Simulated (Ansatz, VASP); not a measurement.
## Two plane-wave programs on H4C

File INCAR:

```
SYSTEM = H4C
ALGO     = Normal         ! electronic algorithm
EDIFF    = 1E-7           ! SCF threshold, eV
ENCUT    = 520            ! plane-wave cutoff, eV
ISIF     = 2              ! what is computed and relaxed
ISMEAR   = 0              ! smearing method
LASPH    = .True.         ! aspherical terms in the spheres
LCHARG   = .False.        ! write CHGCAR
LREAL    = .False.        ! projectors in reciprocal space
LWAVE    = .False.        ! write WAVECAR
NBANDS   = 12             ! bands
NELM     = 100            ! most SCF steps
PREC     = Accurate       ! precision mode
SIGMA    = 0.05           ! smearing width, eV
```

The input KPOINTS:

```
k-points
0
Gamma
  6 6 6
  0 0 0
```

POSCAR

```
H4C
1.0
   -2.4789246809      2.4789246809      2.4789246809
    2.4789246809     -2.4789246809      2.4789246809
    2.4789246809      2.4789246809     -2.4789246809
H C
4 1
Direct
    0.0000000000      0.0000000000      0.7463128700
    0.7463128700      0.0000000000      0.0000000000
    0.0000000000      0.7463128700      0.0000000000
    0.2536871300      0.2536871300      0.2536871300
    0.0000000000      0.0000000000      0.0000000000
```

Input for Ansatz:

```yaml
crystal:
  lattice:
    - [-2.4789246809, 2.4789246809, 2.4789246809]
    - [2.4789246809, -2.4789246809, 2.4789246809]
    - [2.4789246809, 2.4789246809, -2.4789246809]
  atoms:
    - { symbol: H, position: [0.0, 0.0, 0.74631287] }
    - { symbol: H, position: [0.74631287, 0.0, 0.0] }
    - { symbol: H, position: [0.0, 0.74631287, 0.0] }
    - { symbol: H, position: [0.25368713, 0.25368713, 0.25368713] }
    - { symbol: C, position: [0.0, 0.0, 0.0] }
basis:
  ecutwfc: 420
kpoints:
  mp_grid: { grid: [6, 6, 6] }
hamiltonian:
  xc: lda
scf:
  occupations: { method: gaussian, width: 0.05 }
output:
  forces: true
  stress: true
  eigenvalues: true
```

The cell comes from a database or a generator and needn't be the stable form of this composition.

Alike in both runs: task single point; functional LDA; k mesh 6 × 6 × 6; occupations gaussian, width 0.05 eV; no spin polarisation.

|  | VASP | Ansatz |
| --- | --- | --- |
| version | VASP 6.6.1 | Ansatz 0.2.0 |
| potentials or method | VASP PAW LDA potentials, release 64 (H, C) | scalar-relativistic, plane waves, PAW |
| plane-wave cutoff (eV) | 520 | 420 |
| valence electrons in the cell | 8 | 8 |

```tsv
	VASP	Ansatz	Ansatz less VASP
gap on the k mesh at the Fermi level (eV)	7.29	7.29	+0.002
least direct gap on the mesh (eV)	7.29	7.29	+0.002
pressure (GPa)	0.6	0.6	-0.01
rms of the force components (eV/Å)	0.197	0.173	-0.0240
```

Atom by atom the forces differ by 0.024 eV/Å (rms over components).

A k mesh can miss the band edges.
